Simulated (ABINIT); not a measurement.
Set up this calculation in ABINIT 10.8.3 (patched build), as the native input.

* Task: equation of state
* Functional: LDA
* Potentials or basis: PseudoDojo NC SR LDA v0.4.1 standard
* Cutoff: 1143 eV
* k mesh: 13 × 13 × 13
* Occupations: fermi-dirac, width 0.05 eV
* Spin: no spin polarisation

BN:

```xyz
2
Lattice="0.0000 1.8130 1.8130 1.8130 0.0000 1.8130 1.8130 1.8130 0.0000" Properties=species:S:1:pos:R:3 pbc="T T T"
N     0.9065    0.9065    0.9065
B     0.0000    0.0000    0.0000
```

The cell is a database's computed one.

These files were run (other wordings do the same):

run.abi

```
ndtset 7
getwfk -1
scalecart1 3*0.9795861087
scalecart2 3*0.9864848297
scalecart3 3*0.9932883884
scalecart4 3*1.0000000000
scalecart5 3*1.0066227096
scalecart6 3*1.0131594038
scalecart7 3*1.0196128224

pp_dirpath "./"
pseudos "N.upf, B.upf"

acell 3*1.0
rprim
     0.0000000000     3.4260753537     3.4260753537
     3.4260753537     0.0000000000     3.4260753537
     3.4260753537     3.4260753537     0.0000000000
ntypat 2
znucl 7 5
natom 2
typat 1 2
xred
     0.2500000000     0.2500000000     0.2500000000
     0.0000000000     0.0000000000     0.0000000000

ecut 1142.878222 eV

kptopt 1
ngkpt 13 13 13
nshiftk 1
shiftk 0.0 0.0 0.0

ixc 7

nband 8
occopt 3
tsmear 0.05 eV

nstep 100
tolvrs 1.0e-10

iomode 3
prtwf 1
prtden 0
prteig 0
prtebands 0
enunit 2
```

Potentials or basis: PseudoDojo NC SR LDA v0.4.1 standard.

Launch:

```console
$ abinit run.abi > log 2>&1
```

It gave:

* Equilibrium volume: 5.74 Å³/atom
* Bulk modulus: 400 GPa
* Pressure derivative of the bulk modulus: 3.6

Caveat: pressures at fixed basis lie under the slope of the energies.

It took 93 s on 1 thread of Arm Neoverse V1, on a shared host, peak memory 0.1 GiB.
